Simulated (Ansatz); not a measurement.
**What strain does to FeS2 (Pnnm)**

A 6-atom cell of FeS2 (Pnnm) from a materials database, relaxed with r2SCAN in the PAW code Ansatz. The symmetry is Pnnm (No. 58, orthorhombic); conventional cell a = 4.431 Å, b = 5.401 Å, c = 3.379 Å, 13.48 Å³ an atom. Around Fe lie 6 S at 2.23–2.25 Å; around S lie 1 S at 2.22 Å and 3 Fe at 2.23–2.25 Å.

The axes x, y and z are those of this cell:
```
Fe S
1.0
     4.43081    0.00000    0.00000
     0.00000    5.40056    0.00000
     0.00000    0.00000    3.37924
Fe S
2 4
Direct
  0.50000 0.50000 0.50000
  0.00000 0.00000 0.00000
  0.29905 0.87784 0.50000
  0.70095 0.12216 0.50000
  0.20095 0.37784 0.00000
  0.79905 0.62216 0.00000
```

Unstrained: With PBE the valence top lies at Γ–X (0.83 of the way from Γ) and the conduction bottom at T, 0.849 eV higher; the smallest vertical gap, at k = (0, 1/2, 0.350), is 1.198 eV. The r2SCAN gap is indirect, 1.337 eV (Γ–X (0.83 of the way from Γ) to T), below the direct gap of 1.718 eV at k = (1/3, 1/6, 1/4). HSE06 gives an indirect gap of 2.252 eV, from Γ–X (0.83 of the way from Γ) to Γ–Y (0.50 of the way from Γ); the least direct gap is 2.916 eV at Γ. Meshes: PBE 6×6×8, r2SCAN 6×6×8, HSE06 4×4×4. Strains are changes of length per length. After each strain the atoms were relaxed again with r2SCAN in this cell and within any symmetry left, so distortions that break it or need a larger cell weren't tested; points keep the names that they have in the unstrained zone. Calculated for a static, non-magnetic cell.

Changes of the least gap in eV (an overlap counts as a negative gap):
```
                                                       strain  volume change (%)  space group     PBE  r2SCAN  HSE06  energy rise, r2SCAN (meV/atom)
                                     uniaxial +4.98 % along x               +5.0         Pnnm  -0.290  -0.308      –                            31.0
                            isotropic +4.01 % on every length              +12.5         Pnnm  -0.238       –      –                               –
epitaxial -1.35 % in the xy plane, free normal strain +0.62 %               -2.1         Pnnm  +0.112  +0.081      –                             5.9
```

Uniaxial +4.98 % along x, other directions held. r2SCAN: the gap goes from 1.337 to 1.029 eV (-0.308 eV); the edges go from Γ–X (0.83) → T to Γ–X (0.81) → T. Stress change with r2SCAN, compression positive: xx -14.20, yy -1.26, zz -4.12 GPa.

Isotropic +4.01 % on every length. PBE: the gap goes from 0.849 to 0.611 eV (-0.238 eV); the edges go from Γ–X (0.83) → T to (0, 0.453, 0.245) → T. Stress change with PBE, compression positive: xx -13.51, yy -14.34, zz -13.77 GPa.

Epitaxial -1.35 % in the xy plane, free normal strain +0.62 %. r2SCAN: the gap goes from 1.337 to 1.418 eV (+0.081 eV); the edges go from Γ–X (0.83) → T to Γ–X (0.83) → Γ–Y (0.33). Stress change with r2SCAN, compression positive: xx +4.38, yy +6.27, zz 0.00 GPa.

Where an edge lies off the special points, it is a point of the mesh or the k point where a search put PBE's edge or least direct gap, reused for the other functionals, whose own edges may lie a little apart.

Coordinates of k points refer to the reciprocal vectors of the primitive cell of the runs.

The meshes of the hybrids are coarse, so their gaps aren't converged to the digits shown.
